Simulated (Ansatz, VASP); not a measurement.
ZnS: VASP beside Ansatz

```xyz
4
Lattice="3.9594 0.0000 0.0000 -1.9797 3.4289 0.0000 0.0000 0.0000 6.4938" Properties=species:S:1:pos:R:3 pbc="T T T"
Zn    0.0000    2.2860    0.0003
Zn    1.9797    1.1430    3.2472
S     0.0000    2.2860    2.4348
S     1.9797    1.1430    5.6817
```

Change from the starting cell: equal strain along all axes, cell held, atoms relaxed: +3.0 %.

Alike in both runs: functional PBE; k mesh 12 × 12 × 4; occupations gaussian, width 0.02 eV; no spin polarisation.

Ansatz relaxed the structure, and its values are those at the end. VASP's run is a single point on that final structure, the one shown.

|  | VASP | Ansatz |
| --- | --- | --- |
| version | VASP 6.6.1 | Ansatz 0.2.0 |
| potentials or method | VASP PAW PBE potentials, release 64 (Zn, S) | scalar-relativistic, plane waves, PAW |
| plane-wave cutoff (eV) | 520 | 420 |
| valence electrons in the cell | 36 | 36 |

VASP gave:

- gap on the k mesh at the Fermi level (eV): 1.70
- least direct gap on the mesh (eV): 1.70
- pressure (GPa): -4.9
- rms of the force components (eV/Å): 0.003

Q: What did Ansatz give for the same quantities?

A: gap on the k mesh at the Fermi level (eV): 1.70; least direct gap on the mesh (eV): 1.70; pressure (GPa): -5.0; rms of the force components (eV/Å): 0.003.

Ansatz warned: «stress_scf_threshold_loose».

A k mesh can miss the band edges.
